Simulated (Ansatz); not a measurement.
The following input was run with Ansatz 0.2.0.

```yaml
crystal:
  lattice:
    - [0.0, 2.5359864021, 2.5359864021]
    - [2.5359864021, 0.0, 2.5359864021]
    - [2.5359864021, 2.5359864021, 0.0]
  atoms:
    - { symbol: Be, position: [0.0, 0.0, 0.0] }
    - { symbol: Se, position: [0.25, 0.25, 0.25] }
basis:
  ecutwfc: 420
kpoints:
  mp_grid: { grid: [8, 8, 8] }
hamiltonian:
  xc: pbe
scf:
  occupations: { method: gaussian, width: 0.02 }
output:
  forces: true
  stress: true
  eigenvalues: true
```

Run as
```bash
ansatz run input.yaml --threads 1 --pin off --max-ram 2560MiB --backend cpu --events-out ev --progress --plain --runs-dir out
```

These are results of DFT PBE, scalar-relativistic, plane waves, PAW in Ansatz, not measurements.

Part of what the program printed, abridged (final results; tables in files aren't shown):

```
SCF 1 converged in 6 iterations: F = -5563.404777 eV  dr2 = 1.84e-8
SCF converged after 6 iterations
Free energy (F): -5563.404777 eV
Harris-Foulkes:  -5563.404777 eV  (|F-HF|=1.89e-8)
Internal energy: -5563.404777 eV  (E = F + TS)
E sigma→0 (E₀):  -5563.404777 eV
Fermi energy:    8.810479 eV
--- Per-component energies (eV) ---
  E_band       = -375.141670
  E_kinetic    = 140.626862
  E_local      = -2481.604510  (includes V_loc(G=0)·N_el)
  E_nonlocal   = -591.927513
  E_hartree    = 1229.485134
  E_xc         = -124.698480
  E_vxc        = -119.995301  (∫ρ·V_xc dr)
  E_paw        = -1970.257791  (= ΣΔE_a)
  E_vpaw       = 218.795310  (= ΣTr[D̂ρ^β])
  E_aug_tail   = -0.000581  (compensation charges beyond the density's cutoff)
  E_ewald      = -1765.027897
  E_smearing   =  0.000000  (= −TS)
--- Forces (eV/Å), atoms counted from 1 ---
  atom   1  Be     0.00000000     0.00000000     0.00000000
  atom   2  Se     0.00000000     0.00000000     0.00000000
--- Stress (GPa, compression-positive) ---
        5.252168       0.000000       0.000000
        0.000000       5.252168       0.000000
        0.000000       0.000000       5.252168
  P = ⅓ Tr σ = 5.2522 GPa (52.522 kbar)
--- Band table (eV; the first three rows and the last of 29) ---
  k-point 0: bands = ["-39.2100", "-39.2100", "-39.2100", "-39.2029", "-39.2029", "-6.5411", "7.5414", "7.5414", "7.5414", "12.2272", "12.5556", "12.5556", "12.5556"]
  k-point 1: bands = ["-39.2099", "-39.2099", "-39.2099", "-39.2029", "-39.2029", "-6.3779", "6.1776", "7.3153", "7.3153", "12.2640", "12.9251", "12.9251", "13.9144"]
  k-point 2: bands = ["-39.2096", "-39.2095", "-39.2095", "-39.2028", "-39.2028", "-5.9313", "3.9936", "6.8756", "6.8756", "12.1662", "13.4916", "13.4916", "16.1757"]
  k-point 28: bands = ["-39.2092", "-39.2091", "-39.2080", "-39.2031", "-39.2024", "-4.5506", "2.9617", "3.5114", "4.0450", "13.7364", "14.8255", "14.9324", "15.8147"]
```

Self-consistency was reached.

It took 1.1 s on 1 thread of Arm Neoverse V2, on a shared host, peak memory 0.28 GiB.